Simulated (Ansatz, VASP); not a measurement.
# Fe: VASP beside Ansatz

```
CELL_PARAMETERS angstrom
-1.34982 1.34982 1.34982
1.34982 -1.34982 1.34982
1.34982 1.34982 -1.34982
ATOMIC_POSITIONS crystal
Fe 0.00000 0.00000 0.00000
```

Alike in both runs: task single point; functional LDA; k mesh 6 × 6 × 6; occupations fermi-dirac, width 0.1 eV; no spin polarisation.

```csv
,VASP,Ansatz
version,VASP 6.6.1,Ansatz 0.2.0
potentials or method,"VASP PAW LDA potentials, release 64 (Fe)","plane waves (420 eV) with PAW, scalar-relativistic"
plane-wave cutoff (eV),520,420
valence electrons in the cell,8,16
```

Ansatz gave:

* pressure (GPa): 1.4

Task: Estimate VASP's values.

Result: Pressure (GPa): 1.2.

The two sets of potentials don't hold the same shells in valence. Ansatz warned: «pseudo_functional_mismatch».

Caveats: the k mesh is coarse (spacing up to 0.55 Å⁻¹), so the values aren't converged; the run has no spin polarisation, though such a crystal can be magnetic. Spin polarisation is off, so any magnetic state and its effect on volume and gap are missing.
